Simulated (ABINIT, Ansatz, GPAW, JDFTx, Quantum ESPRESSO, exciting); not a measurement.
# The band gap of MgO, sorted by core time

```xyz
2
Lattice="0.0000 2.0970 2.0970 2.0970 0.0000 2.0970 2.0970 2.0970 0.0000" Properties=species:S:1:pos:R:3 pbc="T T T"
Mg    0.0000    0.0000    0.0000
O     2.0970    2.0970    2.0970
```

| rung | level | program and potentials | cutoff (eV) | k mesh | task | core time | chip | band gap (eV) | miss (eV) | notes |
| --- | --- | --- | --- | --- | --- | --- | --- | --- | --- | --- |
| GGA | PBE | ABINIT, JTH PAW PBE v2.0 | 626 | 4 × 4 × 4 | single point | 4.8 s | Arm Neoverse V1 | 4.85 | -2.98 | coarse mesh |
| GGA | PBE | JDFTx, PseudoDojo-SR-PBE-0.5-standard | 1143 | 4 × 4 × 4 | single point | 7.8 s | Arm Neoverse V2 | 4.89 | -2.94 | coarse mesh |
| GGA | PBEsol | ABINIT, JTH PAW PBE v2.0 | 626 | 4 × 4 × 4 | single point | 9.3 s | Arm Neoverse V1 | 4.75 | -3.08 | coarse mesh; potentials made for PBE |
| GGA | PBE | JDFTx, PseudoDojo-SR-PBE-0.5-standard | 1143 | 11 × 11 × 11 | band structure | 12 s | Arm Neoverse V1 | 4.89 | -2.94 | from the band path |
| GGA | PBEsol | Ansatz, all-electron LAPW, scalar-relativistic | - | 8 × 8 × 8 | phonons | 18 s | Arm Neoverse V1 | (a) | ? | - |
| GGA | SOGGA | GPAW, PAW data sets generated for this functional | 800 | 9 × 9 × 9 | band structure | 22 s | Arm Neoverse V1 | 4.77 | -3.06 | - |
| LDA | LDA | ABINIT, JTH PAW LDA v2.0 | 626 | 11 × 11 × 11 | band structure | 26 s | Arm Neoverse V2 | 4.78 | -3.05 | - |
| LDA | LDA | Quantum ESPRESSO, PseudoDojo 0.4.1 SR LDA standard | 1143 | 11 × 11 × 11 | band structure | 30 s | Arm Neoverse V1 | 4.82 | -3.01 | - |
| GGA | BP86 | ABINIT, JTH PAW PBE v2.0 | 626 | 11 × 11 × 11 | band structure | 36 s | Arm Neoverse V1 | 4.93 | -2.90 | potentials made for PBE |
| GGA | PBE | ABINIT, PseudoDojo NC SR PBE v0.4.1 standard | 1143 | 11 × 11 × 11 | band structure | 51 s | Arm Neoverse V2 | 4.89 | -2.94 | - |
| GGA | PBEsol | ABINIT, PseudoDojo NC SR PBEsol v0.4 stringent | 1252 | 11 × 11 × 11 | band structure | 56 s | Arm Neoverse V2 | 4.78 | -3.05 | - |
| LDA | LDA | ABINIT, PseudoDojo NC SR LDA v0.4 stringent | 1252 | 11 × 11 × 11 | band structure | 59 s | Arm Neoverse V2 | (b) | ? | - |
| GGA | PBE | ABINIT, SG15 NC PBE v1.2 | 1143 | 11 × 11 × 11 | band structure | 65 s | Arm Neoverse V2 | 4.89 | -2.94 | - |
| LDA | LDA | exciting, all-electron LAPW+lo, shipped species files, valence relativity iora* | - | 11 × 11 × 11 | band structure | 79 s | Arm Neoverse V2 | 4.78 | -3.05 | - |
| hybrid | HSE06 | Ansatz, PAW datasets made for the crystal | 430 | 8 × 8 × 8 | single point | 2.7 min | Intel Xeon Platinum 8488C Sapphire Rapids | 6.61 | -1.22 | - |

Times are single runs on shared hosts and different chips, so they are rough; meshes, cutoffs and the tasks' sizes weigh on the time. All rows: no spin polarisation. Gaps are the least found on the k mesh or the band path, and a mesh can miss the band edges. Meshes differ between rows, which moves values too. All levels ran on this one cell, unrelaxed unless noted. Meshes are those of the run's cell of 2 atoms unless a note names another. Misses use the values as printed. Runs on faulty files, with rough fits or with known faults for this quantity aren't shown. No row holds spin-orbit coupling.

Measured: 7.83 eV (arxiv:0908.1581). The runs are for a static lattice.

Question: Estimate the values left out from the other rows.

Answer: (a) 4.76 eV, miss -3.07; (b) 4.81 eV, miss -3.02.
